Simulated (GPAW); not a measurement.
Write an ASE script for GPAW 26.7.0 that does the following.

- Task: band structure
- Functional: r2SCAN
- Potentials or basis: GPAW PAW data sets (gpaw-data 1.2.1)
- Cutoff: 600 eV
- Basis: pw
- k mesh: 9 × 9 × 9
- Occupations: fermi-dirac, width 0.05 eV
- Spin: spin-orbit coupling, no magnetisation
- Maxiter: 150
- Band path: GXWKGLUWLK,UX
- Band points: 80
- spin axis theta (degrees): 90
- spin axis phi (degrees): 0
- Soc after scf: second variation without the xc potential

The system is Pd.

```
Pd
1.0
     0.00000    1.94650    1.94650
     1.94650    0.00000    1.94650
     1.94650    1.94650    0.00000
Pd
1
Direct
  0.00000 0.00000 0.00000
```

One way to write it, as run:

run.py

```python
import numpy as np
from ase import Atoms
from ase.dft.bandgap import bandgap
from ase.io import write
from ase.units import GPa
from gpaw import GPAW, PW
from gpaw.spinorbit import soc_eigenstates

atoms = Atoms(['Pd'],
              cell=[[0.0, 1.9465, 1.9465],
                    [1.9465, 0.0, 1.9465],
                    [1.9465, 1.9465, 0.0]],
              scaled_positions=[[0.0, 0.0, 0.0]],
              pbc=True)

calc = GPAW(mode=PW(600),
            xc='MGGA_X_R2SCAN+MGGA_C_R2SCAN',
            kpts={'size': (9, 9, 9), 'gamma': True},
            occupations={'name': 'fermi-dirac', 'width': 0.05},
            nbands=17,
            convergence={'density': 1e-05, 'energy': 1e-05},
            maxiter=150,
            txt='gpaw.txt')
atoms.calc = calc
energy = atoms.get_potential_energy()
forces = atoms.get_forces()
stress = atoms.get_stress()
calc.write('gs.gpw')
write('result.traj', atoms)
print(f'Energy: {energy:.6f} eV')
print('Forces (eV/A):')
print(forces.round(4))
print('Stress (GPa):', (stress / GPa).round(3))
print('Fermi level:', round(calc.get_fermi_level(), 4), 'eV')
print(f'Gap: {bandgap(calc)[0]:.4f} eV, direct: {bandgap(calc, direct=True)[0]:.4f} eV')

path = atoms.cell.bandpath('GXWKGLUWLK,UX', npoints=80, eps=1e-4)
bs_calc = calc.fixed_density(kpts=path, symmetry='off', nbands=25,
                             convergence={'bands': 'CBM+6.0', 'eigenstates': 1e-6}, txt='bands.txt')
bs = bs_calc.band_structure()
bs.write('bs.json')
print(f'Gap on the path: {bandgap(bs_calc)[0]:.4f} eV')

soc = soc_eigenstates(bs_calc, theta=90, phi=0, ignore_xc_potential=True)
np.savetxt('soc_bands.dat', soc.eigenvalues(), fmt='%.4f')
mesh = soc_eigenstates('gs.gpw', theta=90, phi=0, ignore_xc_potential=True)
np.savetxt('soc_mesh.dat', mesh.eigenvalues(), fmt='%.4f')
print('Fermi level with spin-orbit coupling:', round(mesh.fermi_level, 4), 'eV')
```

Potentials or basis: GPAW PAW data sets (gpaw-data 1.2.1), pw.

Run with:

```sh
$ OMP_NUM_THREADS=1 python run.py
```

It gave:

- Pressure: 3.6 GPa
- Band gap along the path: none (metal or under the smearing width)

Caveat: spin-orbit coupling was added after a scalar SCF, so levels and gaps hold it while energy, forces, pressure and moments don't; this program's spin-orbit splittings come out too wide for heavy elements; the PAW data sets were made with another functional, which shifts forces and pressure a little.

It took 35 s on 1 thread of Arm Neoverse V1, on a shared host, peak memory 0.27 GiB.
